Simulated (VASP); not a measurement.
# CdIn2O4 (Fd-3m) in VASP: a series of runs

Runs on CdIn2O4. Level: PBEsol. Tasks: relaxation of cell and atoms.

Program: VASP 6.6.1. These are calculated values, not measurements. Logs are shortened: lines on timing, memory, paths and dates and some standing lists are left out, and cuts for length are marked.

## Step 1: Starting point

Symmetry: Fd-3m, No. 227, cubic system. Conventional cell: a = 9.166 Å, b = 9.166 Å, c = 9.166 Å, α = 90.00°, β = 90.00°, γ = 90.00°. Cd (site symmetry -43m) is surrounded by 4 O at 2.14 Å. In (site symmetry -3m) is surrounded by 6 O at 2.20 Å. O (site symmetry 3m) has 1 Cd at 2.14 Å and 3 In at 2.20 Å as nearest neighbours.

## Step 2: Relaxation of cell and atoms, PBEsol

INCAR reads:

```
SYSTEM = CdIn2O4
PREC = Accurate
ENCUT = 600
EDIFF = 1E-6
ISMEAR = 0
SIGMA = 0.03
LREAL = .False.
LASPH = .True.
NELM = 80
ALGO = Normal
ISIF = 3
LWAVE = .False.
LCHARG = .False.
GGA = PS
IBRION = 2
NSW = 90
EDIFFG = -0.01
KPAR = 4
```

KPOINTS reads:

```
Automatic mesh
0
Gamma
  6 6 6
  0 0 0
```

POSCAR reads:

```
CdIn2O4
1.0
    0.0000000000      4.5830000000      4.5830000000
    4.5830000000      0.0000000000      4.5830000000
    4.5830000000      4.5830000000      0.0000000000
Cd In O
2 4 8
Direct
    0.0000000000      0.0000000000      0.0000000000
    0.2500000000      0.2500000000      0.2500000000
    0.6250000000      0.6250000000      0.6250000000
    0.1250000000      0.6250000000      0.6250000000
    0.6250000000      0.6250000000      0.1250000000
    0.6250000000      0.1250000000      0.6250000000
    0.8650000000      0.8650000000      0.8650000000
    0.8450000000      0.3850000000      0.3850000000
    0.8650000000      0.8650000000      0.4050000000
    0.3850000000      0.8450000000      0.3850000000
    0.4050000000      0.8650000000      0.8650000000
    0.3850000000      0.3850000000      0.3850000000
    0.8650000000      0.4050000000      0.8650000000
    0.3850000000      0.3850000000      0.8450000000
```

Potentials or basis: VASP PAW PBE potentials, release 64 (Cd, In_d, O).

Started as:

```bash
cat potpaw_PBE.64/Cd/POTCAR potpaw_PBE.64/In_d/POTCAR potpaw_PBE.64/O/POTCAR > POTCAR
mpirun -np 4 vasp_std > vasp.out
```

OUTCAR:

```text
SYSTEM = CdIn2O4
   PREC = Accurate
   ENCUT = 600
   EDIFF = 1E-6
   ISMEAR = 0
   LREAL = .False.
   LASPH = .True.
   NELM = 80
   ISIF = 3
   GGA = PS
   IBRION = 2
   NSW = 90
   EDIFFG = -0.01

 ion  position               nearest neighbor table
   1  0.000  0.000  0.000-   7 2.14   9 2.14  11 2.14  13 2.14   4 3.80   6 3.80   3 3.80   3 3.80
                             5 3.80   6 3.80   3 3.80   4 3.80   5 3.80   5 3.80   6 3.80   4 3.80
   2  0.250  0.250  0.250-  12 2.14  10 2.14   8 2.14  14 2.14   4 3.80   6 3.80   3 3.80   3 3.80
                             4 3.80   5 3.80   3 3.80   5 3.80   6 3.80   5 3.80   6 3.80   4 3.80
   3  0.625  0.625  0.625-   8 2.20   9 2.20  10 2.20  11 2.20  13 2.20  14 2.20   4 3.24   5 3.24
                             6 3.24   5 3.24   6 3.24   4 3.24   1 3.80   2 3.80   1 3.80   2 3.80
   4  0.125  0.625  0.625-   9 2.20  10 2.20  13 2.20  14 2.20   7 2.20  12 2.20   3 3.24   5 3.24
                             6 3.24   3 3.24   5 3.24   6 3.24   1 3.80   2 3.80   2 3.80   1 3.80
   5  0.625  0.625  0.125-   8 2.20  10 2.20  11 2.20  13 2.20  12 2.20   7 2.20   3 3.24   3 3.24
                             4 3.24   6 3.24   6 3.24   4 3.24   1 3.80   2 3.80   1 3.80   2 3.80
   6  0.625  0.125  0.625-   8 2.20   9 2.20  11 2.20  14 2.20  12 2.20   7 2.20   3 3.24   5 3.24
                             3 3.24   4 3.24   5 3.24   4 3.24   1 3.80   2 3.80   1 3.80   2 3.80
   7  0.865  0.865  0.865-   1 2.14   4 2.20   5 2.20   6 2.20
   8  0.845  0.385  0.385-   2 2.14   5 2.20   6 2.20   3 2.20
   9  0.865  0.865  0.405-   1 2.14   4 2.20   6 2.20   3 2.20
  10  0.385  0.845  0.385-   2 2.14   4 2.20   5 2.20   3 2.20
  11  0.405  0.865  0.865-   1 2.14   5 2.20   6 2.20   3 2.20
  12  0.385  0.385  0.385-   2 2.14   4 2.20   5 2.20   6 2.20
  13  0.865  0.405  0.865-   1 2.14   4 2.20   5 2.20   3 2.20
  14  0.385  0.385  0.845-   2 2.14   4 2.20   6 2.20   3 2.20

  LATTYP: Found a face centered cubic cell.
 ALAT       =     9.1660000000

  Lattice vectors:

 A1 = (   0.0000000000,   4.5830000000,   4.5830000000)
 A2 = (   4.5830000000,   0.0000000000,   4.5830000000)
 A3 = (   4.5830000000,   4.5830000000,   0.0000000000)

Analysis of symmetry for initial positions (statically):
=====================================================================
 Subroutine PRICEL returns:
 Original cell was already a primitive cell.

 Routine SETGRP: Setting up the symmetry group for a
 face centered cubic supercell.

 Subroutine GETGRP returns: Found 48 space group operations
 (whereof 24 operations were pure point group operations)
 out of a pool of 48 trial point group operations.

The static configuration has the point symmetry T_d .
 The point group associated with its full space group is O_h .

Analysis of symmetry for dynamics (positions and initial velocities):
=====================================================================
 Subroutine PRICEL returns:
 Original cell was already a primitive cell.

 Routine SETGRP: Setting up the symmetry group for a
 face centered cubic supercell.

 Subroutine GETGRP returns: Found 48 space group operations
 (whereof 24 operations were pure point group operations)
 out of a pool of 48 trial point group operations.

The dynamic configuration has the point symmetry T_d .
 The point group associated with its full space group is O_h .

 Subroutine INISYM returns: Found 48 space group operations
 (whereof 24 operations are pure point group operations),
 and found     1 'primitive' translations

----------------------------------------------------------------------------------------

                                     Primitive cell

  volume of cell :     192.5216

  direct lattice vectors                    reciprocal lattice vectors
     0.000000000  4.583000000  4.583000000    -0.109098844  0.109098844  0.109098844
     4.583000000  0.000000000  4.583000000     0.109098844 -0.109098844  0.109098844
     4.583000000  4.583000000  0.000000000     0.109098844  0.109098844 -0.109098844

  length of vectors
     6.481340756  6.481340756  6.481340756     0.188964740  0.188964740  0.188964740

  position of ions in fractional coordinates (direct lattice)
     0.000000000  0.000000000  0.000000000
     0.250000000  0.250000000  0.250000000
     0.625000000  0.625000000  0.625000000
     0.125000000  0.625000000  0.625000000
     0.625000000  0.625000000  0.125000000
     0.625000000  0.125000000  0.625000000
     0.865000000  0.865000000  0.865000000
     0.845000000  0.385000000  0.385000000
     0.865000000  0.865000000  0.405000000
     0.385000000  0.845000000  0.385000000
     0.405000000  0.865000000  0.865000000
     0.385000000  0.385000000  0.385000000
     0.865000000  0.405000000  0.865000000
     0.385000000  0.385000000  0.845000000

  ion indices of the primitive-cell ions
   primitive index   ion index
                 1           1
                 2           2
                 3           3
                 4           4
                 5           5
                 6           6
                 7           7
                 8           8
                 9           9
                10          10
                11          11
                12          12
                13          13
                14          14

----------------------------------------------------------------------------------------

 KPOINTS: Automatic mesh

Automatic generation of k-mesh.
 Grid dimensions read from file:
 generate k-points for:    6    6    6

 Generating k-lattice:

  Cartesian coordinates                     Fractional coordinates (reciprocal lattice)
    -0.018183141  0.018183141  0.018183141     0.166666667  0.000000000  0.000000000
     0.018183141 -0.018183141  0.018183141     0.000000000  0.166666667  0.000000000
     0.018183141  0.018183141 -0.018183141     0.000000000  0.000000000  0.166666667

  Length of vectors
     0.031494123  0.031494123  0.031494123

  Shift w.r.t. Gamma in fractional coordinates (k-lattice)
     0.000000000  0.000000000  0.000000000

 Subroutine IBZKPT returns following result:
 ===========================================

 Found     16 irreducible k-points:

 Following reciprocal coordinates:
            Coordinates               Weight
  0.000000  0.000000  0.000000      1.000000
  0.166667  0.000000  0.000000      8.000000
  0.333333  0.000000  0.000000      8.000000
  0.500000  0.000000  0.000000      4.000000
  0.166667  0.166667  0.000000      6.000000
  0.333333  0.166667  0.000000     24.000000
[... 8 lines left out ...]
 -0.333333  0.333333  0.166667     24.000000
 -0.333333  0.500000  0.166667     12.000000
   k-points           NKPTS =     16   k-points in BZ     NKDIM =     16   number of bands    NBANDS=     74
   number of dos      NEDOS =    301   number of ions     NIONS =     14
   total plane-waves  NPLWV = 157464
   dimension x,y,z NGX =    54 NGY =   54 NGZ =   54
   dimension x,y,z NGXF=   108 NGYF=  108 NGZF=  108
   ions per type =               2   4   8
   NGX,Y,Z   is equivalent  to a cutoff of  13.85, 13.85, 13.85 a.u.
   NGXF,Y,Z  is equivalent  to a cutoff of  27.70, 27.70, 27.70 a.u.
 SYSTEM =  CdIn2O4
   PREC   = accura    normal or accurate (medium, high low for compatibility)
   ISTART =      0    job   : 0-new  1-cont  2-samecut
   ICHARG =      2    charge: 1-file 2-atom 10-const
   ISPIN  =      1    spin polarized calculation?
   LNONCOLLINEAR =      F non collinear calculations
   LSORBIT =      F    spin-orbit coupling
   LASPH  =      T    aspherical Exc in radial PAW
   ENCUT  =  600.0 eV  44.10 Ry    6.64 a.u.  12.94 12.94 12.94*2*pi/ulx,y,z
   NELM   =     80;   NELMIN=  2; NELMDL= -5     # of ELM steps
   EDIFF  = 0.1E-05   stopping-criterion for ELM
   LREAL  =      F    real-space projection
   EDIFFG = -.1E-01   stopping-criterion for IOM
   NSW    =     90    number of steps for IOM
   IBRION =      2    ionic relax: 0-MD 1-quasi-New 2-CG
   NFREE  =      1    steps in history (QN), initial steepest desc. (CG)
   ISIF   =      3    stress and relaxation
   ISYM   =      2    0-nonsym 1-usesym 2-fastsym
   POTIM  = 0.5000    time-step for ionic-motion
   TEBEG  =    0.0;   TEEND  =   0.0 temperature during run
   PSTRESS=    0.0 pullay stress
   NELECT =     124.0000    total number of electrons
   NUPDOWN=      -1.0000    fix difference up-down
   EMIN   =  10.00;   EMAX   =-10.00  energy-range for DOS
   EFERMI =   0.00;   METHOD = LEGACY
   ISMEAR =     0;   SIGMA  =   0.03  broadening in eV -4-tet -1-fermi 0-gaus
   EFERMI_NEDOS =   21; number of points for ismear=-14 and -15
   IALGO  =     38    algorithm
   IMIX   =      4    mixing-type and parameters
     AMIX     =   0.40;   BMIX     =  1.00
     AMIX_MAG =   1.60;   BMIX_MAG =  1.00
  volume/ion in A,a.u.               =      13.75        92.80
  Fermi-wavevector in a.u.,A,eV,Ry     =   1.413803  2.671700 27.195851  1.998839
  Thomas-Fermi vector in A             =   2.535411
   LORBIT       =      0    0 simple, 1 ext, 2 COOP (PROOUT), +10 PAW based schemes
   GGA     = PS    functional components
   LHFCALC =     F    Hartree Fock is set to
   AEXX    =    0.0000 exact exchange contribution
   IVDW    =     0    specifies the selected vdW correction
   LEPSILON=     F    determine dielectric tensor
   LRPA    =     F    only Hartree local field effects (RPA)
 conjugate gradient relaxation of ions
 non-spin polarized calculation
 Gauss-broadening in eV      SIGMA  =   0.03
  energy-cutoff  :      600.00
  volume of cell :      192.52
 maximum number of plane-waves:      6460
 NGX is ok and might be reduce to    54
   NGX = 25   NGY = 25   NGZ = 25

--------------------------------------- Ionic step        1  -------------------------------------------

 number of electron     124.0000015 magnetization

 Free energy of the ion-electron system (eV)
  ---------------------------------------------------
  ext. energy  EPLUGINS =         0.00000000
  ---------------------------------------------------
  free energy    TOTEN  =       -76.75713512 eV

  energy without entropy =      -76.75713512  energy(sigma->0) =      -76.75713512

------------------------ aborting loop because EDIFF is reached ----------------------------------------

  FORCE on cell =-STRESS in cart. coord.  units (eV):
  Direction    XX          YY          ZZ          XY          YZ          ZX
  --------------------------------------------------------------------------------------
  -------------------------------------------------------------------------------------
  Total        1.1044751      1.1044751      1.1044751     -0.0000000      0.0000000      0.0000000
  in kB        9.1915113      9.1915113      9.1915113     -0.0000000      0.0000000      0.0000000
  external PRESSURE =       9.1915113 kB  Pullay stress =       0.0000000 kB
[... 177 lines left out ...]
  energy  without entropy=      -76.9320374536  energy(sigma->0) =      -76.93203745

--------------------------------------- Ionic step        5  -------------------------------------------

 number of electron     124.0000001 magnetization

 Free energy of the ion-electron system (eV)
  ---------------------------------------------------
  ext. energy  EPLUGINS =         0.00000000
  ---------------------------------------------------
  free energy    TOTEN  =       -76.93213471 eV

  energy without entropy =      -76.93213471  energy(sigma->0) =      -76.93213471

 E-fermi :   3.5514     XC(G=0): -11.0111

 val. band max:        3.3472124487   @ k =   0.5000   0.0000   0.0000
 cond. band min:       4.2975067910   @ k =   0.0000   0.0000   0.0000
 fundamental gap:      0.9502943422
 Fermi energy:         3.5513513152

 k-point     1 :       0.0000    0.0000    0.0000
  band No.  band energies     occupation
      1     -13.9840      2.00000
      2     -13.3636      2.00000
      3     -13.3636      2.00000
      4     -13.3636      2.00000
      5     -13.0745      2.00000
      6     -12.8314      2.00000
[... 1262 lines left out ...]
  FREE ENERGIE OF THE ION-ELECTRON SYSTEM (eV)
  ---------------------------------------------------
  free  energy   TOTEN  =       -76.9321347141 eV

  energy  without entropy=      -76.9321347141  energy(sigma->0) =      -76.93213471

 reached required accuracy - stopping structural energy minimisation
```

It took 4.6 min on 4 MPI ranks of Intel Xeon 6975P-C (Granite Rapids), shared host; peak memory 0.58 GiB.

What came out:

```
Free energy                            : -76.9321 eV
Relaxed volume                         : 13.93 Å³/atom
Relaxed cell                           : a = 6.510 Å, b = 6.510 Å, c = 6.510 Å, α = 60.00°, β = 60.00°, γ = 60.00°
Space group after relaxing (to 0.05 Å) : Fd-3m (No. 227)
Energy gained by relaxing              : 12.5 meV/atom
Ionic steps                            : 5
Pressure after relaxing                : 0.0 GPa
Band gap on the k mesh                 : 0.95 eV, indirect (least direct gap 1.01 eV)
```

The path:
```tsv
step	energy change (eV)	largest force (eV/Å)	pressure (GPa)	volume (Å³)
1	0.0000	0.9256	0.92	192.52
2	-0.1746	0.0262	0.20	194.73
3	-0.1749	0.0081	0.17	194.81
4	-0.1749	0.0083	-0.15	195.24
5	-0.1750	0.0015	0.00	195.04
```

Final structure:
```xyz
14
Lattice="0.0000 4.6029 4.6029 4.6029 0.0000 4.6029 4.6029 4.6029 0.0000" Properties=species:S:1:pos:R:3 pbc="T T T"
Cd    0.0000    0.0000    0.0000
Cd    2.3015    2.3015    2.3015
In    5.7537    5.7537    5.7537
In    5.7537    3.4522    3.4522
In    3.4522    3.4522    5.7537
In    3.4522    5.7537    3.4522
O     7.9362    7.9362    7.9362
O     3.5711    5.6348    5.6348
O     5.8725    5.8725    7.9362
O     5.6348    3.5711    5.6348
O     7.9362    5.8725    5.8725
O     3.5711    3.5711    3.5711
O     5.8725    7.9362    5.8725
O     5.6348    5.6348    3.5711
```

Levels at points of the mesh, in eV from the valence-band top:
```
           k point  band 59  band 60  band 61  band 62  band 63  band 64  band 65  band 66
(0.00, 0.00, 0.00)    -0.10    -0.10    -0.06    -0.06     0.95     4.96     5.60     5.60
(0.50, 0.00, 0.00)    -0.31    -0.31     0.00     0.00     3.66     3.85     5.89     6.50
(0.50, 0.50, 0.00)    -0.21    -0.21    -0.08    -0.08     4.47     4.47     5.96     5.96
```

Caveat: the PAW data sets were made with another functional, which shifts forces and pressure a little; spin-orbit coupling is left out, which moves the levels of the heavy elements. PBEsol gaps usually lie below the measured ones, often by a third to a half.

## Step 3: Relaxation of cell and atoms, PBEsol

This run uses another cell than the first one, of 13.93 Å³/atom, 1.013 times its volume.

INCAR: that of step 2 with these lines changed.

```diff
@@ -3,3 +3,3 @@
 ENCUT = 600
-EDIFF = 1E-6
+EDIFF = 1E-7
 ISMEAR = 0
@@ -16,3 +16,3 @@
 NSW = 90
-EDIFFG = -0.01
+EDIFFG = -0.005
 KPAR = 4
```

KPOINTS is that of step 2.

POSCAR reads:

```
CdIn2O4                                 
1.0
   -0.0000000000      4.6029269421      4.6029269421
    4.6029269421     -0.0000000000      4.6029269421
    4.6029269421      4.6029269421      0.0000000000
  Cd              In              O             
     2     4     8
Direct
     0.0000000000000000    0.0000000000000000    0.0000000000000000
     0.2500000000000000    0.2500000000000000    0.2500000000000000
     0.6250000000000000    0.6250000000000000    0.6250000000000000
     0.1250000000000000    0.6250000000000000    0.6250000000000000
     0.6250000000000000    0.6250000000000000    0.1250000000000000
     0.6250000000000000    0.1250000000000000    0.6250000000000000
     0.8620871070017706    0.8620871070017706    0.8620871070017706
     0.8362613210053046    0.3879128929982294    0.3879128929982294
     0.8620871070017706    0.8620871070017706    0.4137386789946954
     0.3879128929982294    0.8362613210053046    0.3879128929982294
     0.4137386789946954    0.8620871070017706    0.8620871070017706
     0.3879128929982294    0.3879128929982294    0.3879128929982294
     0.8620871070017706    0.4137386789946954    0.8620871070017706
     0.3879128929982294    0.3879128929982294    0.8362613210053046
```

Potentials or basis: VASP PAW PBE potentials, release 64 (Cd, In_d, O).

Started as:

```bash
cat potpaw_PBE.64/Cd/POTCAR potpaw_PBE.64/In_d/POTCAR potpaw_PBE.64/O/POTCAR > POTCAR
mpirun -np 4 vasp_std > vasp.out
```

Run time: 96 s. Hardware: 4 MPI ranks of Intel Xeon 6975P-C (Granite Rapids), shared host; peak memory 0.54 GiB.

The run converged. Its results:

- Free energy: -76.9365 eV
- Pressure after relaxing: 0.0 GPa
- Band gap on the k mesh: 0.95 eV, indirect (least direct gap 1.01 eV)

Final structure:
```
CELL_PARAMETERS angstrom
0.00000 4.60293 4.60293
4.60293 0.00000 4.60293
4.60293 4.60293 0.00000
ATOMIC_POSITIONS crystal
Cd 0.00000 0.00000 0.00000
Cd 0.25000 0.25000 0.25000
In 0.62500 0.62500 0.62500
In 0.12500 0.62500 0.62500
In 0.62500 0.62500 0.12500
In 0.62500 0.12500 0.62500
O 0.86209 0.86209 0.86209
O 0.83626 0.38791 0.38791
O 0.86209 0.86209 0.41374
O 0.38791 0.83626 0.38791
O 0.41374 0.86209 0.86209
O 0.38791 0.38791 0.38791
O 0.86209 0.41374 0.86209
O 0.38791 0.38791 0.83626
```

Levels at points of the mesh, in eV from the valence-band top:
```tsv
k point	band 58	band 59	band 60	band 61	band 62	band 63	band 64	band 65	band 66	band 67
(0.00, 0.00, 0.00)	-0.10	-0.10	-0.10	-0.06	-0.06	0.95	4.96	5.60	5.60	5.60
(0.50, 0.00, 0.00)	-0.34	-0.31	-0.31	0.00	0.00	3.66	3.85	5.89	6.50	6.52
(0.50, 0.50, 0.00)	-0.71	-0.21	-0.21	-0.08	-0.08	4.47	4.47	5.96	5.96	6.52
```

Caveat: the relaxation stopped at its first step, so nothing moved; the PAW data sets were made with another functional, which shifts forces and pressure a little; spin-orbit coupling is left out, which moves the levels of the heavy elements. As with any semilocal functional, this PBEsol gap is likely too small.
